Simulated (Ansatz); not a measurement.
This script drives Ansatz 0.2.0 through its Python package.

`vcrelax_c.py`:
```python
# -*- coding: utf-8 -*-
"""Relax cell and ions of C."""

from collections import Counter
from collections import defaultdict

import ansatz as az
from ase import Atoms
from ase.io import write
import numpy as np
from pymatgen.core import Structure

def edges_and_angles(cell):
    cell = np.asarray(cell)
    a, b, c = np.linalg.norm(cell, axis=1)
    cosines = cell[1] @ cell[2] / (b * c), cell[0] @ cell[2] / (a * c), cell[0] @ cell[1] / (a * b)
    return (a, b, c, *np.degrees(np.arccos(cosines)))

crystal = (
    az.Lattice.of([1.26105, 0.728068, 10.296433], [-1.26105, 0.728068, 10.296433], [0.0, -1.456135, 10.296433])
    .atom("C", [0.025, 0.025, 0.025])
    .atom("C", [0.975, 0.975, 0.975])
    .atom("C", [0.1083, 0.1083, 0.1083])
    .atom("C", [0.8917, 0.8917, 0.8917])
    .atom("C", [0.1583, 0.1583, 0.1583])
    .atom("C", [0.8417, 0.8417, 0.8417])
    .atom("C", [0.375, 0.375, 0.375])
    .atom("C", [0.625, 0.625, 0.625])
    .atom("C", [0.425, 0.425, 0.425])
    .atom("C", [0.575, 0.575, 0.575])
)

# every cell quantity that the symmetry leaves free
setup = crystal.calculation()
setup = setup.occupations("Marzari-Vanderbilt", width=0.15).pseudopotentials("paw")
setup = setup.functional(az.Functional.PBESOL).kpoints(mesh=(10, 10, 10))
setup = setup.relax(force_tolerance=0.005, cell=True).density_of_states(energy_step=0.1, projected=True)
steps = []


def collect(event):
    if event["event"] == "relax_step":
        steps.append(event["data"])


outcome = setup.session().plan().execute(on_event=collect)
data = outcome.report
for s in steps:
    flag = "" if s["accepted"] else "  (rejected)"
    print("step %2d  E = %.5f eV  largest force component = %.4f eV/A%s" % (s["step"], s["lagrangian_ev"], s["allowed_force_max_ev_ang"], flag))

first, last = steps[0], steps[-1]
symbols = [site.symbol for site in outcome.lattice.sites]
print(f"energy gained {first['lagrangian_ev'] - last['lagrangian_ev']:.4f} eV in {len(steps) - 1} steps")
for label, vectors in (("before", first["cell_ang"]), ("after", outcome.lattice.cell_ang)):
    print(label, "a b c (A) {:.4f} {:.4f} {:.4f}  angles {:.2f} {:.2f} {:.2f}".format(*edges_and_angles(vectors)), f" V = {abs(np.linalg.det(vectors)):.3f} A^3")
print("final stress xx yy zz (GPa, compression positive):", np.round(np.diag(data["stress_gpa"]), 3) + 0.0)

print("relaxed fractional positions")
for site in outcome.lattice.sites:
    print(f"  {site.symbol:2s}", " ".join(f"{v % 1:8.5f}" for v in np.round(site.position_frac, 5)))

change = np.array(last["positions_ang"]) @ np.linalg.inv(last["cell_ang"]) - np.array(first["positions_ang"]) @ np.linalg.inv(first["cell_ang"])
moved = np.linalg.norm(change @ np.array(last["cell_ang"]), axis=1)
print("displacement within the cell, strain taken out (A):", " ".join(f"{s}:{d:.3f}" for s, d in zip(symbols, moved)))

relaxed = Atoms(symbols, positions=[site.position_ang for site in outcome.lattice.sites], cell=outcome.lattice.cell_ang, pbc=True)
write("relaxed.vasp", relaxed, format="vasp")

n_atoms = len(data["lattice"]["sites"])
print("F =", round(data["free_energy_ev"], 4), "eV for", n_atoms, "atoms")
print("E(sigma -> 0) =", round(data["energy_sigma0_ev"], 4), "eV, TS =", round(data["entropy_ts_ev"], 5), "eV")
print("closed by", data["closed_by"], "after", data["n_iterations"], "iterations")

final = Structure(outcome.lattice.cell_ang, [s.symbol for s in outcome.lattice.sites], [s.position_frac for s in outcome.lattice.sites])
# shortest distances, periodic images included
shortest = {}
for site, neighbours in zip(final, final.get_all_neighbors(5.0)):
    for other in neighbours:
        pair = "-".join(sorted((site.specie.symbol, other.specie.symbol)))
        shortest[pair] = min(shortest.get(pair, 9e9), other.nn_distance)
for pair, distance in sorted(shortest.items(), key=lambda item: item[1]):
    print(f"shortest {pair:6s} {distance:.4f} A")

dos = outcome.density_of_states()
energy = np.asarray(dos.energies_ev) - dos.fermi_ev
projected = outcome.projected_density_of_states()
by_shell = defaultdict(float)
for site in projected.sites:
    for shell in site.shells:
        for part in shell.curves:
            by_shell[f"{site.species} {'spdf'[shell.l]}"] += np.sum(part.g_bin_mean_per_ev, axis=0)
print("E - E_F  " + " ".join(f"{name:>7s}" for name in by_shell))
for e in np.arange(-8, 8 + 0.1, 1.0):
    print(f"{e:7.1f}  " + " ".join(f"{np.interp(e, energy, curve):7.3f}" for curve in by_shell.values()))
```

It is started by `python vcrelax_c.py`. Estimate its wall time and peak memory on 1 thread of Arm Neoverse N1, on a shared host.

It took about 2.2 min, with a peak of 0.55 GiB, for 1 run of the engine.

```console
$ python vcrelax_c.py
DeckWarning: basis.ecutwfc = 420 eV, auto-derived from the records' recommended cutoffs: set by C (normal level)
step  1  E = -2466.58510 eV  largest force component = 0.3563 eV/A
step  2  E = -2466.60925 eV  largest force component = 0.3400 eV/A
step  3  E = -2466.61511 eV  largest force component = 0.1529 eV/A
step  4  E = -2466.61642 eV  largest force component = 0.0230 eV/A
step  5  E = -2466.61641 eV  largest force component = 0.0002 eV/A
step  6  E = -2466.61304 eV  largest force component = 0.0009 eV/A
step  7  E = -2466.61313 eV  largest force component = 0.0002 eV/A
step  8  E = -2466.61307 eV  largest force component = 0.0002 eV/A
energy gained 0.0280 eV in 7 steps
before a b c (A) 10.3989 10.3989 10.3989  angles 13.93 13.93 13.93  V = 56.721 A^3
after a b c (A) 10.4175 10.4175 10.4175  angles 13.82 13.82 13.82  V = 56.147 A^3
final stress xx yy zz (GPa, compression positive): [-0.002 -0.002  0.002]
relaxed fractional positions
  C   0.02482  0.02482  0.02482
  C   0.97518  0.97518  0.97518
  C   0.10869  0.10869  0.10869
  C   0.89131  0.89131  0.89131
  C   0.15837  0.15837  0.15837
  C   0.84163  0.84163  0.84163
  C   0.37486  0.37486  0.37486
  C   0.62514  0.62514  0.62514
  C   0.42532  0.42532  0.42532
  C   0.57468  0.57468  0.57468
displacement within the cell, strain taken out (A): C:0.006 C:0.006 C:0.012 C:0.012 C:0.002 C:0.002 C:0.004 C:0.004 C:0.010 C:0.010
F = -2466.6131 eV for 10 atoms
E(sigma -> 0) = -2466.6131 eV, TS = -0.0 eV
closed by deck_thresholds after 3 iterations
shortest C-C    1.5358 A
E - E_F      C s     C p
   -8.0    0.256   3.420
   -7.0    0.170   3.328
   -6.0    0.125   3.690
   -5.0    0.056   1.987
   -4.0    0.023   1.055
   -3.0    0.002   0.395
   -2.0    0.000   0.000
   -1.0    0.000   0.000
    0.0    0.000   0.000
    1.0    0.000   0.000
    2.0    0.000   0.000
    3.0    0.770   1.543
    4.0    0.688   2.015
    5.0    0.658   2.808
    6.0    0.559   2.739
    7.0    0.780   2.458
    8.0    0.510   1.305
```
(Warnings from the package without file and line.)

`relaxed.vasp`, as written:
```text
C
 1.0000000000000000
     1.2534320181613468    0.7236694800880719   10.3165150056108601
    -1.2534320181613468    0.7236694800880719   10.3165150056108601
    -0.0000000000000000   -1.4473384592009721   10.3165150407526074
 C
  10
Cartesian
  0.0000000000000000  0.0000000124350073  0.7682173528632008
 -0.0000000000000000  0.0000004885401642 30.1813276991111223
 -0.0000000000000000  0.0000000544502761  3.3638618630221728
 -0.0000000000000000  0.0000004465248953 27.5856831889521530
 -0.0000000000000000  0.0000000793371483  4.9013380034621248
 -0.0000000000000000  0.0000004216380232 26.0482070485122001
 -0.0000000000000000  0.0000001877973432 11.6018570716010654
 -0.0000000000000000  0.0000003131778283 19.3476879803732622
 -0.0000000000000000  0.0000002130740343 13.1634156737577328
 -0.0000000000000000  0.0000002879011371 17.7861293782165895
```

Absolute energies stand on the zero of these potentials, so only differences at equal settings mean something. A total without «per atom» is that of the cell as typed. Semilocal gaps usually lie well under measured ones. Projections exist only for the shells that the potentials hold, some of them semicore, and samples at single energies can miss narrow peaks. Energies along a relaxation are free energies. Rows at an unchanged volume are solved on a plane-wave basis chosen afresh for that cell, so the energy jumps there and such rows are no steps of the walk. Edges and angles are those of the cell as typed, here a primitive one, not of the conventional cell. An opening on this mesh may only mean that it misses a point where bands touch. The crystal has a gap of about 4.37 eV on the mesh; bins of finite width blur the band edges. The computed bands are complete only to about 6.1 eV above the Fermi level; beyond that the density of states is undercounted.
